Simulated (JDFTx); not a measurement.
# CdTe (F-43m) in JDFTx: a series of runs

Runs on CdTe. Level: LDA. Tasks: equation of state.

Everything below comes from runs of JDFTx 1.7.0 (patched build). Logs are shortened: lines on timing, memory, paths and dates and some standing lists are left out, and cuts for length are marked. The log counts tension as positive stress, the text compression.

**Measured values to compare with.**

“Multiscale insight into the Cd1-xZnxTe vibrational-mechanical properties -- High-pressure experiments and ab initio calculations”, 2023, arxiv:2306.14539 quotes, for a powder of CdTe: bulk modulus 42 ± 2 GPa.

The runs below are set against these values where they give the same quantity.

**1. The structure**

It takes space group F-43m (No. 216, cubic). The conventional cell has a = 6.410 Å, b = 6.410 Å, c = 6.410 Å, α = 90.00°, β = 90.00°, γ = 90.00°. Te (site symmetry -43m) has 4 Cd at 2.78 Å as nearest neighbours. Cd (site symmetry -43m) has 4 Te at 2.78 Å as nearest neighbours.

**2. Equation of state, LDA, 30.95 Å³/atom (volume scaled by 0.94)**

Input file CdTe.in:

```
lattice Face-Centered Cubic 11.8658680446
coords-type Lattice
ion Te     0.7500000000     0.7500000000     0.7500000000 1
ion Cd     0.0000000000     0.0000000000     0.0000000000 1

ion-species pseudo/Te.upf
ion-species pseudo/Cd.upf
elec-cutoff 51 408
elec-ex-corr lda-PW
kpoint-folding 7 7 7
elec-smearing Fermi 0.0018374661
elec-n-bands 25
electronic-SCF nIterations 100 energyDiffThreshold 1e-09
electronic-minimize nIterations 30 energyDiffThreshold 1e-7
forces-output-coords Cartesian

dump-name run.$VAR
dump End Ecomponents EigStats BandEigs Kpoints Forces Stress
```

Potentials or basis: PseudoDojo-SR-LDA-0.4.1-standard with smoothed tails.

Command:

```
jdftx -c 1 -i CdTe.in -o CdTe.out
```

What it wrote:

```text
*************** JDFTx 1.7.0 (patched build) ***************

Input parsed successfully to the following command list (including defaults):
[... the input with its defaults ...]

---------- Setting up symmetries ----------

Found 48 point-group symmetries of the bravais lattice
Found 24 space-group symmetries with basis
Applied RMS atom displacement 0 bohrs to make symmetries exact.

---------- Initializing the Grid ----------
R =
[            0      5.93293      5.93293  ]
[      5.93293            0      5.93293  ]
[      5.93293      5.93293            0  ]
unit cell volume = 417.675
G =
[  -0.529518   0.529518   0.529518  ]
[   0.529518  -0.529518   0.529518  ]
[   0.529518   0.529518  -0.529518  ]
Minimum fftbox size, Smin = [  80  80  80  ]
Chosen fftbox size, S = [  80  80  80  ]

---------- Initializing tighter grid for wavefunction operations ----------
R =
[            0      5.93293      5.93293  ]
[      5.93293            0      5.93293  ]
[      5.93293      5.93293            0  ]
unit cell volume = 417.675
G =
[  -0.529518   0.529518   0.529518  ]
[   0.529518  -0.529518   0.529518  ]
[   0.529518   0.529518  -0.529518  ]
Minimum fftbox size, Smin = [  56  56  56  ]
Chosen fftbox size, S = [  56  56  56  ]

---------- Exchange Correlation functional ----------
Initalized Slater LDA exchange.
Initalized Perdew-Wang LDA correlation.

---------- Setting up pseudopotentials ----------
Width of ionic core gaussian charges (only for fluid interactions / plotting) set to 0

Reading pseudopotential file 'pseudo/Te.upf':
  'Te' pseudopotential, 'SLA  PW   NOGX NOGC' functional
  Generated using ONCVPSP code by D. R. Hamann
  16 valence electrons, 3 orbitals, 6 projectors, 1001 radial grid points, with lMax = 2
    4D    l: 2   occupation: 10.0   eigenvalue: -1.532468
    5S    l: 0   occupation:  2.0   eigenvalue: -0.564382
    5P    l: 1   occupation:  4.0   eigenvalue: -0.224579
  Core radius for overlap checks: 2.04 bohrs.

Reading pseudopotential file 'pseudo/Cd.upf':
  'Cd' pseudopotential, 'SLA  PW   NOGX NOGC' functional
  Generated using ONCVPSP code by D. R. Hamann
  20 valence electrons, 4 orbitals, 6 projectors, 1001 radial grid points, with lMax = 2
    4S    l: 0   occupation:  2.0   eigenvalue: -3.889722
    4P    l: 1   occupation:  6.0   eigenvalue: -2.461797
    4D    l: 2   occupation: 10.0   eigenvalue: -0.437264
    5S    l: 0   occupation:  2.0   eigenvalue: -0.218845
  Core radius for overlap checks: 1.32 bohrs.

Initialized 2 species with 2 total atoms.

Folded 1 k-points by 7x7x7 to 343 k-points.

---------- Setting up k-points, bands, fillings ----------
Adding inversion symmetry to k-mesh for non-inversion-symmetric unit cell.
Reduced to 20 k-points under symmetry.
Computing the number of bands and number of electrons
Calculating initial fillings.
nElectrons:  36.000000   nBands: 25   nStates: 20

----- Setting up reduced wavefunction bases (one per k-point) -----
average nbasis = 7267.362 , ideal nbasis = 7265.873

---------- Setting up ewald sum ----------
Optimum gaussian width for ewald sums = 2.694636 bohr.
Real space sum over 1331 unit cells with max indices [  5  5  5  ]
Reciprocal space sum over 2197 terms with max indices [  6  6  6  ]

---------- Allocating electronic variables ----------
Initializing wave functions:  linear combination of atomic orbitals
Note: number of bands (25) exceeds available atomic orbitals (19)
Te pseudo-atom occupations:   s ( 2 )  p ( 4 )  d ( 10 )
Cd pseudo-atom occupations:   s ( 2 2 )  p ( 6 )  d ( 10 )
	FillingsUpdate:  mu: +0.362808479  nElectrons: 36.000000
LCAOMinimize: Iter:   0  F: -261.5355337824140634  |grad|_K:  1.845e-03  alpha:  1.000e+00
	FillingsUpdate:  mu: +0.353232840  nElectrons: 36.000000
LCAOMinimize: Iter:   1  F: -261.5492491948148768  |grad|_K:  5.259e-05  alpha:  6.411e-01  linmin:  3.946e-03  cgtest: -7.374e-02
	FillingsUpdate:  mu: +0.353002692  nElectrons: 36.000000
LCAOMinimize: Iter:   2  F: -261.5492638104844900  |grad|_K:  6.446e-06  alpha:  8.486e-01  linmin:  6.530e-03  cgtest:  3.715e-02
	FillingsUpdate:  mu: +0.353044668  nElectrons: 36.000000
LCAOMinimize: Iter:   3  F: -261.5492639952652212  |grad|_K:  1.043e-06  alpha:  7.142e-01  linmin: -9.171e-05  cgtest:  2.527e-02
	FillingsUpdate:  mu: +0.353047742  nElectrons: 36.000000
LCAOMinimize: Iter:   4  F: -261.5492640005256249  |grad|_K:  3.911e-08  alpha:  7.745e-01  linmin:  1.156e-03  cgtest: -1.222e-02
LCAOMinimize: Converged (|Delta F|<1.000000e-06 for 2 iters).

-------- Electronic minimization -----------
Will mix electronic density at each iteration.
	FillingsUpdate:  mu: +0.353047742  nElectrons: 36.000000
	FillingsUpdate:  mu: +0.346024778  nElectrons: 36.000000
SCF: Cycle:  0   F: -261.623426618698147   dF: -7.416e-02   |Residual|: 8.762e-02   |deigs|: 1.459e-01
	FillingsUpdate:  mu: +0.340277844  nElectrons: 36.000000
SCF: Cycle:  1   F: -261.635658434736115   dF: -1.223e-02   |Residual|: 3.828e-02   |deigs|: 2.009e-02
	FillingsUpdate:  mu: +0.337120630  nElectrons: 36.000000
SCF: Cycle:  2   F: -261.637485448568498   dF: -1.827e-03   |Residual|: 6.159e-03   |deigs|: 1.048e-02
	FillingsUpdate:  mu: +0.337505050  nElectrons: 36.000000
SCF: Cycle:  3   F: -261.637500958910948   dF: -1.551e-05   |Residual|: 2.641e-03   |deigs|: 7.229e-04
	FillingsUpdate:  mu: +0.337905585  nElectrons: 36.000000
SCF: Cycle:  4   F: -261.637506129105532   dF: -5.170e-06   |Residual|: 6.606e-04   |deigs|: 7.395e-04
	FillingsUpdate:  mu: +0.337915802  nElectrons: 36.000000
SCF: Cycle:  5   F: -261.637506980200385   dF: -8.511e-07   |Residual|: 2.825e-04   |deigs|: 1.638e-04
	FillingsUpdate:  mu: +0.337972967  nElectrons: 36.000000
SCF: Cycle:  6   F: -261.637507395562693   dF: -4.154e-07   |Residual|: 1.089e-04   |deigs|: 8.974e-05
	FillingsUpdate:  mu: +0.337970378  nElectrons: 36.000000
SCF: Cycle:  7   F: -261.637507512502907   dF: -1.169e-07   |Residual|: 5.063e-05   |deigs|: 4.011e-05
	FillingsUpdate:  mu: +0.337975422  nElectrons: 36.000000
SCF: Cycle:  8   F: -261.637507551776935   dF: -3.927e-08   |Residual|: 1.038e-05   |deigs|: 2.387e-05
	FillingsUpdate:  mu: +0.337973864  nElectrons: 36.000000
SCF: Cycle:  9   F: -261.637507569733600   dF: -1.796e-08   |Residual|: 9.409e-06   |deigs|: 1.695e-05
	FillingsUpdate:  mu: +0.337973557  nElectrons: 36.000000
SCF: Cycle: 10   F: -261.637507576110295   dF: -6.377e-09   |Residual|: 3.028e-06   |deigs|: 1.154e-05
	FillingsUpdate:  mu: +0.337973660  nElectrons: 36.000000
SCF: Cycle: 11   F: -261.637507579118505   dF: -3.008e-09   |Residual|: 2.412e-06   |deigs|: 9.530e-06
	FillingsUpdate:  mu: +0.337973614  nElectrons: 36.000000
SCF: Cycle: 12   F: -261.637507580490137   dF: -1.372e-09   |Residual|: 1.842e-06   |deigs|: 8.037e-06
	FillingsUpdate:  mu: +0.337973550  nElectrons: 36.000000
SCF: Cycle: 13   F: -261.637507581126954   dF: -6.368e-10   |Residual|: 1.605e-06   |deigs|: 6.578e-06
	FillingsUpdate:  mu: +0.337973612  nElectrons: 36.000000
SCF: Cycle: 14   F: -261.637507581445107   dF: -3.182e-10   |Residual|: 1.205e-06   |deigs|: 5.692e-06
SCF: Converged (|Delta E|<1.000000e-09 for 2 iters).

Setting wave functions to eigenvectors of Hamiltonian

# Stress tensor in Cartesian coordinates [Eh/a0^3]:
[ -0.000114052            0            0  ]
[            0 -0.000114052            0  ]
[            0            0 -0.000114052  ]

# Ionic positions in lattice coordinates:
ion Te   0.750000000000000   0.750000000000000   0.750000000000000 1
ion Cd   0.000000000000000   0.000000000000000   0.000000000000000 1

# Forces in Cartesian coordinates:
force Te  -0.000000000000000  -0.000000000000000  -0.000000000000000 1
force Cd   0.000000000000000   0.000000000000000  -0.000000000000000 1

# Energy components:
   Eewald =     -148.3628727457029015
       EH =       91.6868399991140706
     Eloc =     -268.0285798572427325
      Enl =      -24.9873125311361122
      Exc =      -48.3632022001644515
 Exc_core =       18.3059104834171009
       KE =      118.1117093887951626
-------------------------------------
     Etot =     -261.6375074629198707
       TS =        0.0000001185252125
-------------------------------------
        F =     -261.6375075814451066

IonicMinimize: Iter:   0  F: -261.637507581445107  |grad|_K:  5.276e-36
IonicMinimize: Converged (|grad|_K<1.000000e-04).

#--- Lowdin population analysis ---
# oxidation-state Te -0.916
# oxidation-state Cd +1.148

Dumping 'run.eigStats' ...
	eMin: -3.432439 at state 0 ( [ +0.000000 +0.000000 +0.000000 ] spin 0 )
	HOMO: +0.322191 at state 0 ( [ +0.000000 +0.000000 +0.000000 ] spin 0 )
	mu  : +0.337974
	LUMO: +0.351594 at state 0 ( [ +0.000000 +0.000000 +0.000000 ] spin 0 )
	eMax: +0.791466 at state 14 ( [ +0.000000 +0.428571 +0.428571 ] spin 0 )
	HOMO-LUMO gap: +0.029403
	Optical gap  : +0.029403 at state 0 ( [ +0.000000 +0.000000 +0.000000 ] spin 0 )
Done!
[note: the Lowdin charges miss the electrons that lie outside the files' atomic orbitals]
[note: mu as printed may lie anywhere between the filled and the empty levels]
```

It took 2 min on 1 thread of Intel Xeon 6975P-C (Granite Rapids), shared host; peak memory 0.25 GiB.

Results:

* Free energy: -7119.5193 eV
* Pressure: 3.4 GPa
* Band gap on the k mesh: 0.80 eV, direct

Caveat: spin-orbit coupling is left out, which moves the levels of the heavy elements.

**3. Equation of state, LDA, 31.60 Å³/atom (volume scaled by 0.96)**

Changes to CdTe.in since step 2:

```diff
@@ -1,2 +1,2 @@
-lattice Face-Centered Cubic 11.8658680446
+lattice Face-Centered Cubic 11.9494332490
 coords-type Lattice
@@ -17,2 +17,2 @@
 dump-name run.$VAR
-dump End Ecomponents EigStats BandEigs Kpoints Forces Stress
+dump End Ecomponents EigStats BandEigs Kpoints Forces Stress ElecDensity Dtot KEdensity
```

Potentials or basis: PseudoDojo-SR-LDA-0.4.1-standard with smoothed tails.

Command:

```
jdftx -c 1 -i CdTe.in -o CdTe.out
```

Wall time 1.9 min (1 thread of Intel Xeon 6975P-C (Granite Rapids), shared host); peak memory 0.25 GiB.

It converged, with:

| Quantity | Value |
| --- | --- |
| Free energy | -7119.5421 eV |
| Pressure | 2.1 GPa |
| Band gap on the k mesh | 0.73 eV, direct |

Caveat: spin-orbit coupling is left out, which moves the levels of the heavy elements.

**4. Equation of state, LDA, 32.26 Å³/atom (volume scaled by 0.98)**

Changes to CdTe.in since step 3:

```diff
@@ -1,2 +1,2 @@
-lattice Face-Centered Cubic 11.9494332490
+lattice Face-Centered Cubic 12.0318457379
 coords-type Lattice
```

Command:

```
jdftx -c 1 -i CdTe.in -o CdTe.out
```

Wall time 83 s (1 thread of Intel Xeon 6975P-C (Granite Rapids), shared host); peak memory 0.27 GiB.

Results (log left out):

```yaml
Free_energy: -7119.5552 eV
Pressure: 1.0 GPa
Band_gap_on_the_k_mesh: 0.67 eV, direct
```

Caveat: spin-orbit coupling is left out, which moves the levels of the heavy elements.

**5. Equation of state, LDA, 32.92 Å³/atom**

Changes to CdTe.in since step 4:

```diff
@@ -1,2 +1,2 @@
-lattice Face-Centered Cubic 12.0318457379
+lattice Face-Centered Cubic 12.1131444589
 coords-type Lattice
```

Command:

```
jdftx -c 1 -i CdTe.in -o CdTe.out
```

Run time: 85 s. Hardware: 1 thread of Intel Xeon 6975P-C (Granite Rapids), shared host; peak memory 0.26 GiB.

It converged, with:

* Free energy: -7119.5598 eV
* Pressure: 0.0 GPa
* Band gap on the k mesh: 0.61 eV, direct

Caveat: spin-orbit coupling is left out, which moves the levels of the heavy elements.

**6. Equation of state, LDA, 33.58 Å³/atom (volume scaled by 1.02)**

Changes to CdTe.in since step 5:

```diff
@@ -1,2 +1,2 @@
-lattice Face-Centered Cubic 12.1131444589
+lattice Face-Centered Cubic 12.1933662963
 coords-type Lattice
```

Potentials or basis: PseudoDojo-SR-LDA-0.4.1-standard with smoothed tails.

Command:

```
jdftx -c 1 -i CdTe.in -o CdTe.out
```

Run time: 84 s. Hardware: 1 thread of Intel Xeon 6975P-C (Granite Rapids), shared host; peak memory 0.26 GiB.

The run converged. Its results:

```
Free energy            : -7119.5566 eV
Pressure               : -0.9 GPa
Band gap on the k mesh : 0.55 eV, direct
```

Caveat: spin-orbit coupling is left out, which moves the levels of the heavy elements.

**7. Equation of state, LDA, 34.24 Å³/atom (volume scaled by 1.04)**

Changes to CdTe.in since step 6:

```diff
@@ -1,2 +1,2 @@
-lattice Face-Centered Cubic 12.1933662963
+lattice Face-Centered Cubic 12.2725462182
 coords-type Lattice
```

Command:

```
jdftx -c 1 -i CdTe.in -o CdTe.out
```

Run time: 86 s. Hardware: 1 thread of Intel Xeon 6975P-C (Granite Rapids), shared host; peak memory 0.27 GiB.

The run converged. Its results:

```
Free energy            : -7119.5467 eV
Pressure               : -1.6 GPa
Band gap on the k mesh : 0.49 eV, direct
```

Caveat: spin-orbit coupling is left out, which moves the levels of the heavy elements.

**8. Equation of state, LDA, 34.90 Å³/atom (volume scaled by 1.06)**

Changes to CdTe.in since step 7:

```diff
@@ -1,2 +1,2 @@
-lattice Face-Centered Cubic 12.2725462182
+lattice Face-Centered Cubic 12.3507174102
 coords-type Lattice
```

Command:

```
jdftx -c 1 -i CdTe.in -o CdTe.out
```

It took 1.7 min on 1 thread of Intel Xeon 6975P-C (Granite Rapids), shared host; peak memory 0.27 GiB.

Results (log left out):

```
Free energy            : -7119.5307 eV
Pressure               : -2.3 GPa
Band gap on the k mesh : 0.44 eV, direct
```

Caveat: spin-orbit coupling is left out, which moves the levels of the heavy elements.

**9. Equation of state, LDA**

Potentials or basis: PseudoDojo-SR-LDA-0.4.1-standard with smoothed tails.

No new run: the results of the series are fitted here.

Results:

```yaml
Equilibrium_volume: 32.97 Å³/atom
Bulk_modulus: 46 GPa
Pressure_derivative_of_the_bulk_modulus: 4.8
```

Energy against volume, from the lowest point:
| volume (Å³/atom) | energy (meV/atom) |
| --- | --- |
| 30.947 | 20.25 |
| 31.605 | 8.84 |
| 32.263 | 2.27 |
| 32.922 | 0.00 |
| 33.580 | 1.56 |
| 34.239 | 6.52 |
| 34.897 | 14.52 |

**10. For comparison**

An earlier run on the cell as given: functional PBEsol; potentials or basis PseudoDojo-SR-PBEsol-0.4.1-standard with smoothed tails; cutoff 1388 eV; density cutoff 11102 eV; k mesh 7 × 7 × 7; occupations fermi-dirac, width 0.05 eV; no spin polarisation.

* Pressure: 1.7 GPa
* Band gap on the k mesh: 0.76 eV, direct

**11. Comparison with measurements**

Step 9. Measured bulk modulus of CdTe: 42 GPa (powder; quoted in “Multiscale insight into the Cd1-xZnxTe vibrational-mechanical properties -- High-pressure experiments and ab initio calculations”, 2023, arxiv:2306.14539). This calculation gives 46 GPa (+10.0 %). The fit is for a static lattice scaled at fixed shape and fixed fractional positions.
